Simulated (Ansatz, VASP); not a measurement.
## Zn32HSe31N (N-H pair in ZnSe) in two plane-wave programs

Aim: how closely do two programs agree when they are given the same cell, functional and k mesh? The cell is taken from a series of runs on this material, whose earlier steps may have relaxed, scaled, displaced or heated it; both programs get it as it stands.

Calculated with Ansatz 0.2.0; plane waves, with VASP 6.6.1 beside it; single point at r2SCAN.

## (1) Set-up

The cell holds 65 atoms: 32 Zn, 31 Se, 1 N and 1 H. Its edges and angles: a = 11.332 Å, b = 11.332 Å, c = 11.332 Å, α = 90.0°, β = 90.0°, γ = 90.0°. It derives from ZnSe (ZnSe (F-43m)). Nearest the centre at fractional (0.355, 0.355, 0.605): H65 at 0.51 Å, N64 at 0.74 Å, Zn22 at 2.27 Å, Zn15 at 2.27 Å, Zn29 at 2.27 Å, Zn8 at 2.73 Å, Se37 at 3.75 Å, Se35 at 3.75 Å.

## (2) Ansatz: single point, r2SCAN

Ansatz runs on its default PAW (the set named soft_2) files.

With cell and atoms fixed, the geometry can't cause a difference; cores, projectors, grids and the points listed under the comparison can.

input.yaml reads:

```yaml
crystal:
  lattice:
    - [11.33171349, 0.0, 0.0]
    - [0.0, 0.0, -11.33171349]
    - [0.0, 11.33171349, 0.0]
  atoms:
    - { symbol: Zn, position: [-7.454e-06, 5.6041e-05, -0.001162741] }
    - { symbol: Zn, position: [-0.004243957, 0.250082733, 0.245510745] }
    - { symbol: Zn, position: [0.250013775, -0.004181734, 0.245505828] }
    - { symbol: Zn, position: [0.249769809, 0.249841376, -0.003161925] }
    - { symbol: Se, position: [0.125025519, 0.12509272, 0.123764064] }
    - { symbol: Se, position: [0.121731676, 0.377244896, 0.371486349] }
    - { symbol: Se, position: [0.377180058, 0.121788218, 0.371477939] }
    - { symbol: Se, position: [0.375059738, 0.375127758, 0.123114137] }
    - { symbol: Zn, position: [-0.004237767, -0.004182406, 0.499780986] }
    - { symbol: Zn, position: [-8.4056e-05, 0.25524089, 0.751662145] }
    - { symbol: Zn, position: [0.255173569, -1.8916e-05, 0.751655758] }
    - { symbol: Zn, position: [0.216160869, 0.21622145, 0.465901655] }
    - { symbol: Se, position: [0.121735005, 0.121803142, 0.626927418] }
    - { symbol: Se, position: [0.13216167, 0.377807754, 0.868611789] }
    - { symbol: Se, position: [0.377742871, 0.132226262, 0.868611528] }
    - { symbol: "N", position: [0.392892691, 0.392937551, 0.642667329] }
    - { symbol: Zn, position: [0.004423689, 0.498907804, -0.00296602] }
    - { symbol: Zn, position: [-2.6e-06, 0.749147646, 0.249751222] }
    - { symbol: Zn, position: [0.2551761, 0.501984532, 0.249685796] }
    - { symbol: Zn, position: [0.250336463, 0.748212086, -0.002102465] }
    - { symbol: Se, position: [0.126143906, 0.624126819, 0.125216658] }
    - { symbol: Se, position: [0.125027343, 0.874077859, 0.374782846] }
    - { symbol: Se, position: [0.377744336, 0.618924134, 0.381918666] }
    - { symbol: Se, position: [0.37668371, 0.872943216, 0.122620176] }
    - { symbol: Zn, position: [-7.7117e-05, 0.501978204, 0.50492595] }
    - { symbol: Zn, position: [0.004423821, 0.74734657, 0.748594305] }
    - { symbol: Zn, position: [0.27818142, 0.486223661, 0.735907397] }
    - { symbol: Zn, position: [0.249774684, 0.747150092, 0.499524062] }
    - { symbol: Se, position: [0.132160679, 0.618925461, 0.627498622] }
    - { symbol: Se, position: [0.126142296, 0.87552938, 0.873813783] }
    - { symbol: Se, position: [0.376665544, 0.623839011, 0.873528235] }
    - { symbol: Se, position: [0.37506279, 0.873416468, 0.624814009] }
    - { symbol: Zn, position: [0.49884368, 0.004489515, -0.002970155] }
    - { symbol: Zn, position: [0.501910778, 0.255237135, 0.249676898] }
    - { symbol: Zn, position: [0.749085576, 5.6381e-05, 0.249746654] }
    - { symbol: Zn, position: [0.748145899, 0.250400845, -0.002105527] }
    - { symbol: Se, position: [0.624064741, 0.126208669, 0.125215331] }
    - { symbol: Se, position: [0.618858446, 0.377806135, 0.381915141] }
    - { symbol: Se, position: [0.874012139, 0.125091392, 0.374783808] }
    - { symbol: Se, position: [0.872873733, 0.376746278, 0.122624512] }
    - { symbol: Zn, position: [0.501910274, -1.8929e-05, 0.504924153] }
    - { symbol: Zn, position: [0.486164516, 0.278247635, 0.735935353] }
    - { symbol: Zn, position: [0.747282482, 0.004487775, 0.748598155] }
    - { symbol: Zn, position: [0.74708498, 0.249836793, 0.49952858] }
    - { symbol: Se, position: [0.618854896, 0.132227244, 0.62749685] }
    - { symbol: Se, position: [0.623777274, 0.376735189, 0.873532114] }
    - { symbol: Se, position: [0.875464031, 0.126206324, 0.873813212] }
    - { symbol: Se, position: [0.873353662, 0.375129083, 0.624812792] }
    - { symbol: Zn, position: [0.502292093, 0.502365442, 0.000477629] }
    - { symbol: Zn, position: [0.498836224, 0.747352264, 0.25417335] }
    - { symbol: Zn, position: [0.747285389, 0.498902404, 0.254175738] }
    - { symbol: Zn, position: [0.75059301, 0.750653316, 0.000344574] }
    - { symbol: Se, position: [0.625787274, 0.625854672, 0.126977395] }
    - { symbol: Se, position: [0.624064738, 0.875526274, 0.375894232] }
    - { symbol: Se, position: [0.875461658, 0.624126801, 0.375895461] }
    - { symbol: Se, position: [0.875359502, 0.875421229, 0.125112983] }
    - { symbol: Zn, position: [0.486139647, 0.48620228, 0.52794959] }
    - { symbol: Zn, position: [0.502298469, 0.750782881, 0.752048605] }
    - { symbol: Zn, position: [0.75071549, 0.502369211, 0.752045028] }
    - { symbol: Zn, position: [0.748146467, 0.748207711, 0.500095614] }
    - { symbol: Se, position: [0.62376688, 0.623833276, 0.626413446] }
    - { symbol: Se, position: [0.62578948, 0.877284355, 0.875542642] }
    - { symbol: Se, position: [0.877220544, 0.625853317, 0.8755415] }
    - { symbol: Se, position: [0.872868556, 0.87294109, 0.626438357] }
    - { symbol: H, position: [0.329088639, 0.329116372, 0.578885809] }
basis:
  ecutwfc: 500
  xc_grid: 2
hamiltonian:
  xc: r2scan
kpoints:
  mp_grid: { grid: [1, 1, 1], shift: [0.25, 0.25, 0.25] }
scf:
  occupations: { method: fermi_dirac, width: 0.01 }
  max_iter: 120
output:
  forces: true
checkpoint:
  read: "../relax.run"
```

On the command line:

```console
> ansatz run input.yaml --threads 32 --pin off --max-ram 84787MiB --backend cuda --events-out ev --progress --plain --runs-dir out --max-vram 78GiB
```

What it wrote:

```text
Warning: checkpoint.read: the run can stay near the saved state's solution: 4 site(s) moved relative to the saved geometry (max |Δs| = 1.082e-2 fractional); the SCF starts from the saved state under ` [...]
Engine: ansatz 0.2.0, aarch64-unknown-linux-gnu
[...]
Pseudopotential: Zn, paw, valence charge 12, recommended cutoff 500 eV (meta_gga), Zn.paw.azcp
Pseudopotential: Se, paw, valence charge 16, recommended cutoff 500 eV (meta_gga), Se.paw.azcp
Pseudopotential: N, paw, valence charge 5, recommended cutoff 500 eV (meta_gga), N.paw.azcp
Pseudopotential: H, paw, valence charge 1, recommended cutoff 500 eV (meta_gga), H.paw.azcp
Functional definition: r2SCAN
[...]
Crystal: 65 atoms, lattice volume = 1455.080 Å³
Basis set: ecut = 500 eV, 37073 PW (Γ), exchange–correlation on 180×180×180 points (8 copies of the dense FFT grid, shifted against one another)
Bands: 508, of which v1, the nominal top of the filled ones, is band 443 counted from 1 (442 counted from 0)
[...]
SCF iter   2: F=—  HF=-276696.242697 eV  |Δ(HF+E_count)|=   8.06e-2  Δρ=2.46e-3  dr2=3.48e-2  dr2_τ=1.57e-2  Hψ=924
[...]
SCF iter   8: F=—  HF=-276696.243133 eV  |Δ(HF+E_count)|=   1.96e-7  Δρ=2.68e-6  dr2=1.06e-7  dr2_τ=5.27e-9  Hψ=921
SCF iter   9: F=-276696.243133 eV  HF=-276696.243133 eV  |Δ(HF+E_count)|=   1.16e-8  Δρ=1.37e-6  dr2=2.52e-8  dr2_τ=6.31e-10  Hψ=1786
SCF 1 converged in 9 iterations: F = -276696.243133 eV  dr2 = 2.52e-8
[...]
SCF converged after 9 iterations
Free energy (F): -276696.243133 eV
[...]
Fermi energy:    7.570205 eV
--- Per-component energies (eV) ---
[...]
--- Forces (eV/Å), atoms counted from 1 ---
[...]
```

## (3) VASP: single point, r2SCAN

The same cell, functional, mesh and smearing now go to VASP, with its own data sets.

Lines of VASP's logs that name or quote its potential files are left out, and so is its time.

INCAR reads:

```
SYSTEM = Zn32HSe31N
PREC = Accurate
ENCUT = 580
EDIFF = 1E-06
NELM = 120
ISMEAR = -1
SIGMA = 0.01
LREAL = Auto
ALGO = Normal
METAGGA = R2SCAN
LASPH = .TRUE.
NBANDS = 336
LORBIT = 11
LWAVE = .FALSE.
LCHARG = .FALSE.
ISIF = 2
ISYM = 0
GGA_COMPAT = .FALSE.
EFERMI = MIDGAP
LMIXTAU = .TRUE.
NCORE = 2
```

POSCAR reads:

```
Zn32HSe31N
1.0
   11.3317134890      0.0000000000      0.0000000000
    0.0000000000      0.0000000000    -11.3317134890
    0.0000000000     11.3317134890      0.0000000000
Zn Se N H
32 31 1 1
Direct
    0.0000000000      0.0000500000      0.9988400000
    0.9957650000      0.2500700000      0.2455100000
    0.2500200000      0.9958150000      0.2455100000
    0.2497800000      0.2498300000      0.9968400000
    0.9957650000      0.9958150000      0.4997800000
    0.9999250000      0.2552300000      0.7516600000
    0.2551800000      0.9999750000      0.7516600000
    0.2161650000      0.2162150000      0.4659000000
    0.0044300000      0.4989000000      0.9970300000
    0.0000050000      0.7491450000      0.2497500000
    0.2551850000      0.5019700000      0.2496850000
    0.2503450000      0.7482050000      0.9978950000
    0.9999250000      0.5019700000      0.5049250000
    0.0044300000      0.7473400000      0.7485950000
    0.2781900000      0.4862150000      0.7359250000
    0.2497800000      0.7471400000      0.4995250000
    0.4988500000      0.0044800000      0.9970300000
    0.5019200000      0.2552350000      0.2496850000
    0.7490950000      0.0000550000      0.2497500000
    0.7481550000      0.2503950000      0.9978950000
    0.5019200000      0.9999750000      0.5049250000
    0.4861650000      0.2782400000      0.7359250000
    0.7472900000      0.0044800000      0.7485950000
    0.7470900000      0.2498300000      0.4995250000
    0.5023050000      0.5023550000      0.0004800000
    0.4988450000      0.7473450000      0.2541750000
    0.7472950000      0.4988950000      0.2541750000
    0.7505950000      0.7506450000      0.0003400000
    0.4861450000      0.4861950000      0.5279500000
    0.5023100000      0.7507750000      0.7520500000
    0.7507250000      0.5023600000      0.7520500000
    0.7481550000      0.7482050000      0.5001000000
    0.1250350000      0.1250850000      0.1237600000
    0.1217350000      0.3772350000      0.3714850000
    0.3771850000      0.1217850000      0.3714850000
    0.3750700000      0.3751200000      0.1231100000
    0.1217450000      0.1217950000      0.6269300000
    0.1321700000      0.3778000000      0.8686100000
    0.3777500000      0.1322200000      0.8686100000
    0.1261500000      0.6241200000      0.1252200000
    0.1250350000      0.8740700000      0.3747800000
    0.3777500000      0.6189150000      0.3819200000
    0.3766900000      0.8729300000      0.1226200000
    0.1321700000      0.6189150000      0.6275000000
    0.1261500000      0.8755200000      0.8738100000
    0.3766800000      0.6238350000      0.8735300000
    0.3750700000      0.8734100000      0.6248100000
    0.6240700000      0.1262000000      0.1252200000
    0.6188650000      0.3778000000      0.3819200000
    0.8740200000      0.1250850000      0.3747800000
    0.8728800000      0.3767400000      0.1226200000
    0.6188650000      0.1322200000      0.6275000000
    0.6237850000      0.3767300000      0.8735300000
    0.8754700000      0.1262000000      0.8738100000
    0.8733600000      0.3751200000      0.6248100000
    0.6257950000      0.6258450000      0.1269800000
    0.6240700000      0.8755200000      0.3758950000
    0.8754700000      0.6241200000      0.3758950000
    0.8753650000      0.8754150000      0.1251100000
    0.6237750000      0.6238250000      0.6264100000
    0.6257950000      0.8772750000      0.8755400000
    0.8772250000      0.6258450000      0.8755400000
    0.8728800000      0.8729300000      0.6264400000
    0.3928900000      0.3929400000      0.6426700000
    0.3290800000      0.3291300000      0.5788900000
```

KPOINTS reads:

```
Points of the shifted mesh
1
Reciprocal
 0.2500000000  0.2500000000  0.2500000000 1
```

The projector-augmented-wave data sets are Zn, Se, N and H (PBE family, release 64).

On the command line:

```console
> mpirun -np 8 vasp_std
```

What it wrote:

```text
[banner, memory and clock lines left out]
running    8 mpi-ranks, on    1 nodes
[...]
|                                                                             |
|               ----> ADVICE to this user running VASP <----                  |
|                                                                             |
|     You enforced a specific xc type in the INCAR file but a different       |
|     [... a line on the potential file left out ...]
|     I HOPE YOU KNOW WHAT YOU ARE DOING!                                     |
|                                                                             |

 LDA part: xc-table for (None), standard interpolation
 POSCAR, INCAR and KPOINTS ok, starting setup
[...]
entering main loop
       N       E                     dE             d eps       ncg     rms          rms(c)
DAV:   1     0.532001836308E+04    0.53200E+04   -0.26720E+05   672   0.218E+03
DAV:   2     0.325994979836E+03   -0.49940E+04   -0.48618E+04   672   0.543E+02
DAV:   3    -0.774700073360E+03   -0.11007E+04   -0.10427E+04   712   0.213E+02
DAV:   4    -0.882301685014E+03   -0.10760E+03   -0.10614E+03   752   0.640E+01
[...]
DAV:  25    -0.793137620421E+03   -0.64604E-05   -0.13202E-06   448   0.371E-03    0.672E-04
DAV:  26    -0.793137621469E+03   -0.10485E-05   -0.52205E-07   360   0.245E-03    0.138E-03
DAV:  27    -0.793137621022E+03    0.44767E-06   -0.11940E-07   360   0.101E-03
   1 F= -.79313762E+03 E0= -.79313762E+03  d E =0.000000E+00
```

OUTCAR, selected parts (step 3):

```text
  Total       -5.7416566     -5.7376010     -5.7432463     -2.4445267      2.4455848      2.4392418
  in kB       -6.3220953     -6.3176298     -6.3238458     -2.6916502      2.6928152      2.6858310
  external PRESSURE =      -6.3211903 kB  Pullay stress =       0.0000000 kB

 POSITION                                       TOTAL-FORCE (eV/Angst)
 -----------------------------------------------------------------------------------
      0.00000     11.31857     -0.00057         0.000616      0.010046     -0.000668
     11.28372      2.78205     -2.83372        -0.003849     -0.004796     -0.002214
      2.83316      2.78205    -11.28429         0.001781     -0.005144      0.004131
      2.83044     11.29591     -2.83100         0.001625      0.007181     -0.001142
     11.28372      5.66336    -11.28429        -0.003417     -0.001465      0.003043
     11.33086      8.51760     -2.89219         0.006969     -0.007010     -0.007033
      2.89163      8.51760    -11.33143         0.006604     -0.007419     -0.005683
      2.44952      5.27945     -2.45009         0.075443      0.073459     -0.074989
      0.05020     11.29806     -5.65339        -0.003229      0.000402      0.005481
      0.00006      2.83010     -8.48910         0.000140      0.000153     -0.005624
      2.89168      2.82936     -5.68818         0.004819      0.005993      0.001810
      2.83684     11.30786     -8.47844         0.003051      0.004599     -0.002729
     11.33086      5.72167     -5.68818         0.005952      0.007043      0.003059
      0.05020      8.48286     -8.46864        -0.007685     -0.010089      0.004249
[...]
-----------------------------------------------------------------------------------
    total drift:                               -0.016889      0.042022      0.027883

  FREE ENERGIE OF THE ION-ELECTRON SYSTEM (eV)
  ---------------------------------------------------
  free  energy   TOTEN  =      -793.1376210216 eV

  energy  without entropy=     -793.1376210216  energy(sigma->0) =     -793.13762102

[... 2 further parts left out ...]
```

The run ends at a pressure of -0.63 GPa, with forces up to 4.2 eV/Å.

## (4) Comparison

Known differences besides the potentials themselves: VASP keeps PBE cores, Ansatz makes them for the functional; the data sets hold 886 valence electrons in Ansatz (on its default PAW (the set named soft_2) files) and 576 in VASP; the cutoff is 500 eV in Ansatz and 580 eV in VASP (PREC = Accurate, projectors in real space). Total energies have different zeros and are not compared.

Both answers:

| quantity | Ansatz | VASP | difference |
| --- | --- | --- | --- |
| gap on the k mesh (eV) | 2.756 | 2.761 | -0.005 |

Forces on 7 of the 65 atoms, those with the largest forces and the largest differences (eV/Å; atoms numbered as in POSCAR):

| atom | Ansatz x, y, z | VASP x, y, z |
| --- | --- | --- |
| Zn8 | 0.065, 0.065, -0.065 | 0.075, 0.073, -0.075 |
| Zn15 | -0.080, -0.027, 0.028 | -0.101, -0.001, 0.009 |
| Zn22 | -0.028, -0.028, 0.081 | -0.009, -0.001, 0.101 |
| Zn29 | -0.027, -0.081, 0.028 | -0.006, -0.100, 0.006 |
| Se35 | -0.003, -0.027, 0.028 | 0.006, -0.030, 0.029 |
| N64 | -2.317, -2.317, 2.316 | -2.318, -2.319, 2.318 |
| H65 | 2.437, 2.436, -2.438 | 2.417, 2.415, -2.417 |

The forces differ by 6.7 meV/Å r.m.s., which is 1.6 % of the r.m.s. force of 0.416 eV/Å (both taken over all components). A gap on the mesh is an upper bound, since the band edges may lie between its points.

## (5) Summary of results

| Item | Value |
| --- | --- |
| r.m.s. force difference (single point, r2SCAN) | 1.6 % of the r.m.s. force |

What this shows: The r.m.s. force difference is 1.6 % of the r.m.s. force (single point, r2SCAN), within the 3 % picked in this series as the mark of a large difference. The data sets hold unlike numbers of valence electrons (886 in Ansatz and 576 in VASP), so part of the differences comes from the potentials. Such differences can come from data sets, numerical settings and the points named under the comparisons, not from the functional's error against experiment.

[Lines on the potential files, build, host, timing and source positions are cut from VASP's logs without a mark.]

[Logs are printed without paths, hosts, clocks, repeated set-up lines and the standing remarks that a program may print on its own settings, such as how far it seeks lower states.]

[Hosts, paths, dates, database ids (printed as entryN), source tags and the programs' standing remarks are cut or masked in the printed files.]
